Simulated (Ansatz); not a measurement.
**NiO in Ansatz: the effect of Hubbard term**

NiO:

```
Ni O
1.0
     0.00000    2.08590    2.08590
     2.08590    0.00000    2.08590
     2.08590    2.08590    0.00000
Ni O
1 1
Direct
  0.00000 0.00000 0.00000
  0.50000 0.50000 0.50000
```

Alike in all runs:

| Property | Result |
| --- | --- |
| Program | Ansatz 0.2.0 |
| Task | projected density of states |
| Functional | PBEsol |
| Potentials or basis | Ansatz PAW |
| Cutoff | 420 eV (not typed: the program's choice for these potentials) |
| k mesh | 11 × 11 × 11 |
| Occupations | fermi-dirac, width 0.05 eV |
| Spin | collinear spin, ferromagnetic start |
| Starting moments | [1.0, 0.0] μB |
| Hubbard projectors | ortho-atomic (the default) |
| Double counting | fll (the default) |

| Hubbard term | gap on the mesh (eV) | pressure (GPa) |
| --- | --- | --- |
| none | none | -7.4 |
| Ni d U = 1 eV | none | -1.4 |
| Ni d U = 2 eV | ? | ? |
| Ni d U = 3 eV | 0.57 | 1.3 |
| Ni d U = 4 eV | 1.03 | 2.2 |
| Ni d U = 5 eV | 1.48 | 3.1 |
| Ni d U = 6 eV | 1.93 | 4.1 |
| Ni d U = 8 eV | 2.36 | 6.2 |

What does the run with Hubbard term Ni d U = 2 eV give?

gap on the mesh 0.10 eV; pressure 0.4 GPa.

Worked out: A parabola through the other rows of the pressure, of slope 2.09 GPa per eV there, gives -1.1 GPa, against the run's 0.4.

Caveats: a cell with one magnetic atom can't hold antiferromagnetic order, which such compounds often take; the PAW data sets come from PBE, with cores solved anew for the run's functional, which leaves a small shift of forces and pressure; the magnetic or orbital state may not be the lowest (some runs); odd divisions of the mesh miss points on the zone boundary, where band edges often lie, so the gap on the mesh can be too wide (some runs); semilocal functionals often make such compounds metallic where correlation or magnetic order opens a gap, which also shifts bond lengths (some runs).

A k mesh can miss the band edges.

A gap of «none» marks a metal or a gap under the smearing width.

Runs at the PBE level aren't shown here.
